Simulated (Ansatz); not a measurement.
Runs of Ansatz 0.2.0 on CsH. It takes space group Fm-3m (No. 225, cubic). The conventional cell has a = 6.376 Å, b = 6.376 Å, c = 6.376 Å, α = 90.00°, β = 90.00°, γ = 90.00°. Cs (site symmetry m-3m) is surrounded by 6 H at 3.19 Å. Around H (site symmetry m-3m) lie 6 Cs at 3.19 Å. 

| task | level | k mesh | points for each segment of the path | mesh quality | gap on the mesh (eV) | pressure (GPa) | V0 of scaled cells (Å³/atom) | B0 (GPa) |
| --- | --- | --- | --- | --- | --- | --- | --- | --- |
| band structure | PBE0 | 6 × 6 × 6 | 4 | not flagged | 3.97 | 0.1 | - | - |
| band structure | HSE06 | 6 × 6 × 6 | 4 | not flagged | 3.26 | 0.1 | - | - |
| equation of state | HSE06 | 4 × 4 × 4 | - | coarse | - | - | (a) | 10 |
| equation of state | PBE0 | 4 × 4 × 4 | - | coarse | - | - | 32.80 | 10 |

Alike in all rows: potentials or basis Ansatz PAW; no spin polarisation; cell as given; cutoff (eV) 420; smearing fermi-dirac 0.05 eV.

Problem. Fill in the values left out.

Solution. (a) 32.86.

Caveats: some runs use coarse meshes; spin-orbit coupling is left out, which moves the levels of the heavy elements (some runs); the PAW data sets come from PBE, with cores solved anew for the run's functional, which leaves a small shift of forces and pressure (some runs); the thresholds are loose for stress (some runs); the PAW data sets were made with another functional, which shifts forces and pressure a little (some runs).

A k mesh can miss the band edges, and the runs leave out spin-orbit coupling on Cs.
